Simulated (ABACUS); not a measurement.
# Ga (C2/c) in ABACUS: reference runs

How does Ga come out in PBE? The cell is run as given and disturbed.

All numbers are computed with ABACUS 3.10.1; they aren't measurements. Logs are shortened: lines on timing, memory, paths and dates and some standing lists are left out, and cuts for length are marked.

## 1. Starting point

The structure is monoclinic, space group C2/c (No. 15). Conventional cell: a = 2.766 Å, b = 8.053 Å, c = 3.332 Å, α = 90.00°, β = 92.02°, γ = 90.00°. Around Ga (site symmetry 2) lie 8 Ga at 2.69 to 2.92 Å.

This isn't the form of Ga at room conditions, which is orthorhombic.

## 2. Single point, PBE

Contents of INPUT:

```
INPUT_PARAMETERS
suffix              Ga
calculation         scf
basis_type          pw
pseudo_dir          ./
symmetry            1
dft_functional      pbe
ecutwfc             81
pseudo_rcut         10
nspin               1
nbands              17
ks_solver           dav
smearing_method     fd
smearing_sigma      0.00367493
scf_thr             1e-08
scf_nmax            100
mixing_type         broyden
mixing_beta         0.7
cal_force           1
cal_stress          1
kpar                4
```

Contents of STRU:

```
ATOMIC_SPECIES
Ga 69.7230 Ga.upf

LATTICE_CONSTANT
1.8897261246

LATTICE_VECTORS
1.3830000000 -4.0265000000 0.0000000000
1.3830000000 4.0265000000 0.0000000000
-0.1174474948 0.0000000000 3.3299294416

ATOMIC_POSITIONS
Direct

Ga
0.0
2
0.1310000000 0.8690000000 0.7500000000 1 1 1
0.8690000000 0.1310000000 0.2500000000 1 1 1
```

Contents of KPT:

```
K_POINTS
0
Gamma
10 10 8 0 0 0
```

Potentials or basis: PseudoDojo NC SR 0.4.1 PBE standard, plane waves.

Run with:

```console
OMP_NUM_THREADS=1 mpirun -np 4 abacus > log
```

running log:

```text
ABACUS v3.10.1

               Atomic-orbital Based Ab-initio Computation at UStc

 ------------------------------------------------------------------------------------

 READING GENERAL INFORMATION
                           global_out_dir = OUT.Ga/
                           global_in_card = INPUT
                               pseudo_dir = ./
                              orbital_dir =
                                    DSIZE = 4
                                    GSIZE = 1

 READING UNITCELL INFORMATION
                                    ntype = 1
                  lattice constant (Bohr) = 1.88973
              lattice constant (Angstrom) = 1

 READING ATOM TYPE 1
                               atom label = Ga
                      L=0, number of zeta = 1
                      L=1, number of zeta = 1
                      L=2, number of zeta = 1
             number of atom for this type = 2

                        TOTAL ATOM NUMBER = 2
DIRECT COORDINATES
    atom                   x                   y                   z     mag                  vx                  vy                  vz
taud_Ga1            0.1310000000        0.8690000000        0.7500000000  0.0000        0.0000000000        0.0000000000        0.0000000000
taud_Ga2            0.8690000000        0.1310000000        0.2500000000  0.0000        0.0000000000        0.0000000000        0.0000000000

                          Volume (Bohr^3) = 250.272
                             Volume (A^3) = 37.0864

 Lattice vectors: (Cartesian coordinate: in unit of a_0)
               +1.383             -4.0265                  +0
               +1.383             +4.0265                  +0
            -0.117447                  +0            +3.32993
 Reciprocal vectors: (Cartesian coordinate: in unit of 2 pi/a_0)
            +0.361533           -0.124177          +0.0127514
            +0.361533           +0.124177          +0.0127514
                   -0                  -0           +0.300307
 The esolver type has been set to : ksdft_pw

                PAO radial cut off (Bohr) = 10

 Read in pseudopotential file is Ga.upf
                     pseudopotential type = NC
          exchange-correlation functional = PBE
                 nonlocal core correction = 1
                        valence electrons = 13
                                     lmax = 2
                           number of zeta = 3
                     number of projectors = 6
                           L of projector = 0
                           L of projector = 0
                           L of projector = 1
                           L of projector = 1
                           L of projector = 2
                           L of projector = 2
     initial pseudo atomic orbital number = 18

 SETUP THE ELECTRONS NUMBER
            electron number of element Ga = 13
      total electron number of element Ga = 26
            AUTOSET number of electrons:  = 26
                           occupied bands = 13
                                   NBANDS = 17
                                   NLOCAL = 18

%%%%%%%%%%%%%%%%%%%%%%%%%%%%%%%%%%%%%%%%%%%%%%%%%%%%%%%%%%%%%%%%%%%%%%%%%%%%%%%%%%%%%%%%%%%%%%%%%%%%%%%%%%
 Warning: the number of valence electrons in pseudopotential > 3 for Ga: [Ar] 3d10 4s2 4p1
 Pseudopotentials with additional electrons can yield (more) accurate outcomes, but may be less efficient.
 If you're confident that your chosen pseudopotential is appropriate, you can safely ignore this warning.
%%%%%%%%%%%%%%%%%%%%%%%%%%%%%%%%%%%%%%%%%%%%%%%%%%%%%%%%%%%%%%%%%%%%%%%%%%%%%%%%%%%%%%%%%%%%%%%%%%%%%%%%%%

 SETUP THE PLANE WAVE BASIS
 energy cutoff for charge/potential (unit:Ry) = 324
            fft grid for charge/potential = [ 48, 48, 40 ]
                        fft grid division = [ 1, 1, 1 ]
        big fft grid for charge/potential = [ 48, 48, 40 ]
                                     nbxx = 92160
                                     nrxx = 92160

 SETUP PLANE WAVES FOR CHARGE/POTENTIAL
                    number of plane waves = 24609
                         number of sticks = 1021

 PARALLEL PW FOR CHARGE/POTENTIAL
     PROC   COLUMNS(POT)             PW
        1           1021          24609
 --------------- sum -------------------
        1           1021          24609
                            number of |g| = 6269
                                  max |g| = 29.3027
                                  min |g| = 0

----------- Double Check Mixing Parameters Begin ------------
mixing_type: broyden
mixing_beta: 0.7
mixing_gg0: 1
mixing_gg0_min: 0.1
mixing_ndim: 8
----------- Double Check Mixing Parameters End ------------

 LATTICE VECTORS: (CARTESIAN COORDINATE: IN UNIT OF A0)
[... 37 lines left out ...]
                                       C3 = 0
                                       C4 = 0
                                       C6 = 0
                                       S1 = 1
                                       S3 = 0
                                       S4 = 0
                                       S6 = 0
               POINT GROUP IN SPACE GROUP = C_2h

 SETUP K-POINTS
                                    nspin = 1
                   Input type of k points = Monkhorst-Pack(Gamma)
                                   nkstot = 800
                       right hand lattice = 1
(for reciprocal lattice: )
                             BRAVAIS TYPE = 13
                     BRAVAIS LATTICE NAME = 13. Monoclinic A (base-center)
                                    ibrav = 13
                       right hand lattice = 1
(for k-lattice: )
                             BRAVAIS TYPE = 13
                     BRAVAIS LATTICE NAME = 13. Monoclinic A (base-center)
                                    ibrav = 13
                       right hand lattice = 1
                        ROTATION MATRICES = 4
                               nkstot_ibz = 227
K-POINTS REDUCTION ACCORDING TO SYMMETRY
     IBZ    DIRECT_X    DIRECT_Y    DIRECT_Z  WEIGHT  ibz2bz
       1  0.00000000  0.00000000  0.00000000  0.0013       0
       2  0.10000000  0.00000000  0.00000000  0.0050       1
       3  0.20000000  0.00000000  0.00000000  0.0050       2
       4  0.30000000  0.00000000  0.00000000  0.0050       3
       5  0.40000000  0.00000000  0.00000000  0.0050       4
       6  0.50000000  0.00000000  0.00000000  0.0025       5
[... 22 lines left out ...]
      29  0.50000000  0.40000000  0.00000000  0.0050      45
      30 -0.40000000  0.40000000  0.00000000  0.0025      46
[... 197 further k points ...]

                               nkstot now = 227
[... K-POINTS DIRECT COORDINATES: 227 rows ...]

           k-point number in this process = 57
       minimum distributed K point number = 56
[... stars of the k points ...]

[... K-POINTS CARTESIAN COORDINATES: 57 rows ...]

[... K-POINTS DIRECT COORDINATES: 57 rows ...]

 SETUP PLANE WAVES FOR WAVE FUNCTIONS
     energy cutoff for wavefunc (unit:Ry) = 81
              fft grid for wave functions = [ 48, 48, 40 ]
                    number of plane waves = 4507
                         number of sticks = 333

 PARALLEL PW FOR WAVE FUNCTIONS
     PROC   COLUMNS(POT)             PW
        1            333           4507
 --------------- sum -------------------
        1            333           4507

 SETUP NONLOCAL PSEUDOPOTENTIALS IN PLANE WAVE BASIS
 Ga non-local projectors:
 projector 1 L=0
 projector 2 L=0
 projector 3 L=1
 projector 4 L=1
 projector 5 L=2
 projector 6 L=2
      TOTAL NUMBER OF NONLOCAL PROJECTORS = 36

 Init Non-Local PseudoPotential table :
 Init Non-Local-Pseudopotential done.

                                     npwx = 3109

 Make real space PAO into reciprocal space.
       max mesh points in Pseudopotential = 1001
     dq(describe PAO in reciprocal space) = 0.01
                                    max q = 1084

 number of pseudo atomic orbitals for Ga is 3
WARNING: norm of atomic wavefunction # 2 of atomic type Ga is 0.999997, renormalized
WARNING: norm of atomic wavefunction # 3 of atomic type Ga is 0.998668, renormalized

 -------------------------------------------
 SELF-CONSISTENT
 -------------------------------------------
                                 init_chg = atomic

 PW ALGORITHM --------------- ION=   1  ELEC=   1--------------------------------
 Notice: Threshold on eigenvalues was too large.
 hsover_error=0.26 > DRHO=0.0146754
 Origin diag ethr = 0.01
 New diag ethr = 5.64438e-05

 Density error is 0.0150530843518
                          Error Threshold = 5.64437503377e-05
----------------------------------------------------------
     Energy           Rydberg                 eV
----------------------------------------------------------
 E_KohnSham     -305.8852696192      -4161.7826010878
 E_Harris       -307.4809744077      -4183.4932785370
 E_Fermi        0.8209241313         11.1692458116
----------------------------------------------------------
[... 63 lines left out ...]
 Density error is 1.60764178594e-09
                          Error Threshold = 7.84955557272e-10
----------------------------------------------------------
     Energy           Rydberg                 eV
----------------------------------------------------------
 E_KohnSham     -305.8882103684      -4161.8226120332
 E_KS(sigma->0) -305.8879985471      -4161.8197300564
 E_Harris       -305.8879482712      -4161.8190460173
 E_band         -2.7683800271        -37.6657425980
 E_one_elec     -108.8474265951      -1480.9452143300
 E_Hartree      80.0007973668        1088.4666887323
 E_xc           -83.7252071778       -1139.1398838483
 E_Ewald        -193.3159503198      -2630.1984386336
 E_entropy(-TS) -0.0004236426        -0.0057639536
 E_descf        0.0000000000         0.0000000000
 E_exx          0.0000000000         0.0000000000
 E_Fermi        0.8131528201         11.0635116982
----------------------------------------------------------

 charge density convergence is achieved
 final etot is -4161.822612 eV
 EFERMI = 11.063511698 eV

 STATE ENERGY(eV) AND OCCUPATIONS    NSPIN == 1
 1/57 kpoint (Cartesian) = 0.0000 0.0000 0.0000 (3109 pws)
       1       -4.08943     0.00250000
       2       -4.07562     0.00250000
       3       -4.04749     0.00250000
       4       -4.02885     0.00250000
       5       -3.75377     0.00250000
       6       -3.74414     0.00250000
[... 9 lines left out ...]
      16        20.7623    1.42919e-87
[... 82 lines left out ...]
       4       -3.91387     0.00500000
       5       -3.91097     0.00500000
       6       -3.79401     0.00500000
[... 9 lines left out ...]
      16        17.6564    2.71560e-60
      17        19.5093    2.18506e-76

[... levels at 51 further k points ...]

------------------------------------------------------------------------------------------
 TOTAL-FORCE (eV/Angstrom)
------------------------------------------------------------------------------------------
                       Ga1         0.0000000000        -0.2044187300         0.0000000000
                       Ga2         0.0000000000         0.2044187300         0.0000000000
------------------------------------------------------------------------------------------

----------------------------------------------------------------
 TOTAL-STRESS (KBAR)
----------------------------------------------------------------
        24.0277502088        -0.0000000000         4.3061988844
         0.0000000000        19.6243355025        -0.0000000000
         4.3061988844        -0.0000000000         7.5253251816
----------------------------------------------------------------
 TOTAL-PRESSURE: 17.059137 KBAR

 --------------------------------------------
 !FINAL_ETOT_IS -4161.8226120332419669 eV
 --------------------------------------------
```

It took 27 s on 4 MPI ranks of AMD EPYC 9R45 (Zen 5), shared host; peak memory 0.52 GiB.

Results:

- Free energy: -4161.8226 eV
- Pressure: 1.7 GPa
- Largest force: 0.204 eV/Å
- Band gap on the k mesh: none (metal or under the smearing width)

Forces on the atoms (eV/Å):
```
Ga   0.000 -0.204  0.000
Ga   0.000  0.204  0.000
```

Stress tensor (GPa, compression positive):
```
2.40 0.00 0.43
0.00 1.96 0.00
0.43 0.00 0.75
```

Levels at points of the mesh, in eV from the Fermi level:
```
           k point  band 10  band 11  band 12  band 13  band 14  band 15
(0.00, 0.00, 0.00)   -14.63   -11.23    -2.09    -1.62     1.64     5.43
(0.50, 0.00, 0.00)   -14.65    -6.05    -5.02    -1.34     0.01     5.78
(0.50, 0.50, 0.00)   -14.70    -9.10    -8.60     4.01     4.57     5.82
(0.00, 0.00, 0.50)   -14.70    -7.78    -7.78     1.70     1.70     2.45
(0.50, 0.00, 0.50)   -14.65    -2.87    -2.85    -1.63    -1.50     1.75
(0.50, 0.50, 0.50)   -14.78    -6.00    -6.00    -4.39    -4.39    10.85
```

## 3. Single point, PBE (atoms moved at random, drawn with an rms of 0.05 Å)

INPUT is that of step 2.

Changes to STRU since step 2:

```diff
@@ -17,3 +17,3 @@
 2
-0.1310000000 0.8690000000 0.7500000000 1 1 1
-0.8690000000 0.1310000000 0.2500000000 1 1 1
+0.1169910000 0.8568350000 0.7483420000 1 1 1
+0.8666660000 0.1324240000 0.2366280000 1 1 1
```

KPT is that of step 2.

Potentials or basis: PseudoDojo NC SR 0.4.1 PBE standard, plane waves.

Run with:

```console
OMP_NUM_THREADS=1 mpirun -np 4 abacus > log
```

running log:

```text
ABACUS v3.10.1

               Atomic-orbital Based Ab-initio Computation at UStc

 ------------------------------------------------------------------------------------

 READING GENERAL INFORMATION
                           global_out_dir = OUT.Ga/
                           global_in_card = INPUT
                               pseudo_dir = ./
                              orbital_dir =
                                    DSIZE = 4
                                    GSIZE = 1

 READING UNITCELL INFORMATION
                                    ntype = 1
                  lattice constant (Bohr) = 1.88973
              lattice constant (Angstrom) = 1

 READING ATOM TYPE 1
                               atom label = Ga
                      L=0, number of zeta = 1
                      L=1, number of zeta = 1
                      L=2, number of zeta = 1
             number of atom for this type = 2

                        TOTAL ATOM NUMBER = 2
DIRECT COORDINATES
    atom                   x                   y                   z     mag                  vx                  vy                  vz
taud_Ga1            0.1169910000        0.8568350000        0.7483420000  0.0000        0.0000000000        0.0000000000        0.0000000000
taud_Ga2            0.8666660000        0.1324240000        0.2366280000  0.0000        0.0000000000        0.0000000000        0.0000000000

                          Volume (Bohr^3) = 250.272
                             Volume (A^3) = 37.0864

 Lattice vectors: (Cartesian coordinate: in unit of a_0)
               +1.383             -4.0265                  +0
               +1.383             +4.0265                  +0
            -0.117447                  +0            +3.32993
 Reciprocal vectors: (Cartesian coordinate: in unit of 2 pi/a_0)
            +0.361533           -0.124177          +0.0127514
            +0.361533           +0.124177          +0.0127514
                   -0                  -0           +0.300307
 The esolver type has been set to : ksdft_pw

                PAO radial cut off (Bohr) = 10

 Read in pseudopotential file is Ga.upf
[... 196 lines left out ...]
 SELF-CONSISTENT
 -------------------------------------------
                                 init_chg = atomic

 PW ALGORITHM --------------- ION=   1  ELEC=   1--------------------------------
 Notice: Threshold on eigenvalues was too large.
 hsover_error=0.26 > DRHO=0.0146573
 Origin diag ethr = 0.01
 New diag ethr = 5.63741e-05

 Density error is 0.0150393380718
                          Error Threshold = 5.63741406976e-05
----------------------------------------------------------
     Energy           Rydberg                 eV
----------------------------------------------------------
 E_KohnSham     -305.8852698826      -4161.7826046707
 E_Harris       -307.4796211043      -4183.4748658991
 E_Fermi        0.8210252194         11.1706211851
----------------------------------------------------------
[... 63 lines left out ...]
 Density error is 2.20014340319e-09
                          Error Threshold = 7.57660127019e-10
----------------------------------------------------------
     Energy           Rydberg                 eV
----------------------------------------------------------
 E_KohnSham     -305.8881985833      -4161.8224516884
 E_KS(sigma->0) -305.8879898837      -4161.8196121841
 E_Harris       -305.8878857664      -4161.8181955967
 E_band         -2.7693752962        -37.6792839290
 E_one_elec     -108.8998445060      -1481.6583965953
 E_Hartree      80.0267242172        1088.8194416281
 E_xc           -83.7254781746       -1139.1435709486
 E_Ewald        -193.2891827207      -2629.8342467641
 E_entropy(-TS) -0.0004173993        -0.0056790086
 E_descf        0.0000000000         0.0000000000
 E_exx          0.0000000000         0.0000000000
 E_Fermi        0.8132844260         11.0653022886
----------------------------------------------------------

 charge density convergence is achieved
 final etot is -4161.8224517 eV
 EFERMI = 11.065302289 eV

 STATE ENERGY(eV) AND OCCUPATIONS    NSPIN == 1
 1/101 kpoint (Cartesian) = 0.0000 0.0000 0.0000 (3109 pws)
       1       -4.09024     0.00250000
       2       -4.07650     0.00250000
       3       -4.04391     0.00250000
       4       -4.03013     0.00250000
       5       -3.76085     0.00250000
       6       -3.74080     0.00250000
[... 9 lines left out ...]
      16        20.7363    2.49258e-87
[... 82 lines left out ...]
       4       -3.91979     0.00250000
       5       -3.90943     0.00250000
       6       -3.79560     0.00250000
[... 9 lines left out ...]
      16        17.6612    1.27731e-60
      17        19.6768    3.97934e-78

[... levels at 95 further k points ...]

------------------------------------------------------------------------------------------
 TOTAL-FORCE (eV/Angstrom)
------------------------------------------------------------------------------------------
                       Ga1         0.0044529514        -0.1695698860        -0.0763351224
                       Ga2        -0.0044529514         0.1695698860         0.0763351224
------------------------------------------------------------------------------------------

----------------------------------------------------------------
 TOTAL-STRESS (KBAR)
----------------------------------------------------------------
        25.1397429620         0.0000166687         4.4181479764
         0.0000166687        19.4236378987         1.2854665894
         4.4181479764         1.2854665894         7.1409162436
----------------------------------------------------------------
 TOTAL-PRESSURE: 17.234766 KBAR

 --------------------------------------------
 !FINAL_ETOT_IS -4161.8224516884256445 eV
 --------------------------------------------
```

Wall time 47 s (4 MPI ranks of AMD EPYC 9R45 (Zen 5), shared host); peak memory 0.68 GiB.

What came out:

| Quantity | Value |
| --- | --- |
| Free energy | -4161.8225 eV |
| Pressure | 1.7 GPa |
| Largest force | 0.186 eV/Å |
| Band gap on the k mesh | none (metal or under the smearing width) |

Forces in eV/Å, atoms in the order of the input:
```
Ga   0.004 -0.170 -0.076
Ga  -0.004  0.170  0.076
```

Levels at points of the mesh, in eV from the Fermi level:
| k point | band 11 | band 12 | band 13 | band 14 | band 15 |
| --- | --- | --- | --- | --- | --- |
| (0.00, 0.00, 0.00) | -11.23 | -2.09 | -1.62 | 1.64 | 5.42 |
| (0.50, 0.00, 0.00) | -6.07 | -4.99 | -1.37 | 0.03 | 5.70 |
| (0.00, 0.50, 0.00) | -6.03 | -5.07 | -1.32 | 0.01 | 5.90 |
| (0.50, 0.50, 0.00) | -9.12 | -8.58 | 3.97 | 4.59 | 5.83 |
| (0.00, 0.00, 0.50) | -7.88 | -7.69 | 1.56 | 1.82 | 2.43 |
| (0.50, 0.00, 0.50) | -2.96 | -2.80 | -1.70 | -1.39 | 1.85 |
| (0.00, 0.50, 0.50) | -2.90 | -2.77 | -1.61 | -1.59 | 1.67 |
| (0.50, 0.50, 0.50) | -6.05 | -5.98 | -4.41 | -4.35 | 10.69 |
